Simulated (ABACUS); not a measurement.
Crystal: La.

```
La
1.0
     3.75000    0.00000    0.00000
    -1.87500    3.24760    0.00000
     0.00000    0.00000    6.07000
La
2
Direct
  0.66667 0.33333 0.75000
  0.33333 0.66667 0.25000
```

This isn't the form of La at room conditions, which is double hcp.

```yaml
Program: ABACUS 3.10.1
Task: relaxation of cell and atoms
Functional: PBE
Dispersion: D2
Potentials_or_basis: PseudoDojo NC SR 0.4.1 PBE standard
Cutoff: 1510 eV
Density_cutoff: 6041 eV
Basis: plane waves
k_mesh: 6 × 6 × 4
Occupations: fermi-dirac, width 0.05 eV
Spin: no spin polarisation
```

At the start: pressure -14.8 GPa; volume 36.96 Å³/atom.

Problem. How do energy, volume and symmetry change on relaxing?

Solution. Over 10 steps the energy falls by 266.7 meV/atom and the volume is 31.99 Å³/atom (-13.4 %); space group P6_3/mmc (No. 194, to 0.05 Å).

Step by step:
| step | energy change (eV) | largest force (eV/Å) | pressure (GPa) | volume (Å³) |
| --- | --- | --- | --- | --- |
| 1 | 0.0000 | 0.0000 | -14.85 | 73.92 |
| 2 | 2.4440 | 0.0000 | 31.75 | 42.07 |
| 3 | -0.2678 | 0.0000 | 14.73 | 58.04 |
| 4 | -0.2678 | 0.0000 | 14.72 | 58.04 |
| 5 | -0.2678 | 0.0000 | 14.73 | 58.04 |
| 6 | 0.7819 | 0.0000 | -18.29 | 81.29 |
| 7 | -0.5332 | 0.0000 | -0.32 | 64.12 |
| 8 | -0.5332 | 0.0000 | -0.32 | 64.12 |
| 9 | -0.5326 | 0.0000 | 0.70 | 63.66 |
| 10 | -0.5334 | 0.0000 | 0.00 | 63.98 |

Final structure:
```
La
1.0
     3.56178    0.00000    0.00000
    -1.78089    3.08460    0.00000
     0.00000    0.00000    5.82361
La
2
Cartesian
  1.7809 1.0282 4.3677
  0.0000 2.0564 1.4559
```

Caveat: the volume moved by -13 % from the deposited cell, more than functionals usually miss; pairwise dispersion overbinds metals, which lowers pressure and volume.
